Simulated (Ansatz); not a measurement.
## AlNi: single point with PBEsol

AlNi:

```
Ni Al
1.0
     1.93869   -1.95319    0.00000
     1.93869    1.95319    0.00000
     0.00000    0.00000    3.09943
Ni Al
1 1
Direct
  0.50000 0.50000 0.50000
  0.00000 0.00000 0.00000
```

The cell comes from a database or a generator and needn't be the stable form of this composition.

```yaml
Program: Ansatz 0.2.0
Task: single point
Functional: PBEsol
Potentials_or_basis: Ansatz PAW
Cutoff: "420 eV (not typed: the program's choice for these potentials)"
k_mesh: 10 × 10 × 9
Occupations: fermi-dirac, width 0.05 eV
Spin: collinear spin, ferromagnetic start
Starting_moments: "[1.0, 0.0] μB"
```

```
Pressure               : 0.5 GPa
Band gap on the k mesh : none (metal or under the smearing width)
Net moment             : 0.00 μB per cell
Absolute moment        : 0.00 μB per cell
```

Stress tensor (GPa, compression positive):
```
 3.67  0.00  0.00
 0.00  2.00  0.00
 0.00  0.00 -4.23
```

Levels at points of the mesh, in eV from the Fermi level:
Spin up:
```csv
k point,band 8,band 9,band 10,band 11,band 12,band 13,band 14,band 15
"(0.00, 0.00, 0.00)",-1.64,-1.63,-1.33,2.91,7.02,7.06,7.16,8.63
"(0.00, -0.50, 0.00)",-2.75,-2.06,-1.51,-0.34,7.74,7.89,9.38,11.57
"(-0.50, -0.50, 0.00)",-2.44,-2.44,-2.33,-0.83,2.20,3.33,10.76,13.50
```
Spin down:
| k point | band 8 | band 9 | band 10 | band 11 | band 12 | band 13 | band 14 | band 15 |
| --- | --- | --- | --- | --- | --- | --- | --- | --- |
| (0.00, 0.00, 0.00) | -1.64 | -1.63 | -1.33 | 2.91 | 7.02 | 7.06 | 7.16 | 8.63 |
| (0.00, -0.50, 0.00) | -2.75 | -2.06 | -1.51 | -0.34 | 7.74 | 7.89 | 9.38 | 11.57 |
| (-0.50, -0.50, 0.00) | -2.44 | -2.44 | -2.33 | -0.83 | 2.20 | 3.33 | 10.76 | 13.50 |

It took 4.6 s on 2 threads of AMD EPYC 7R13 Processor (Zen 3), with other jobs on the host, peak memory 0.43 GiB.

Caveat: the PAW data sets come from PBE, with cores solved anew for the run's functional, which leaves a small shift of forces and pressure; the starting moments weren't kept.
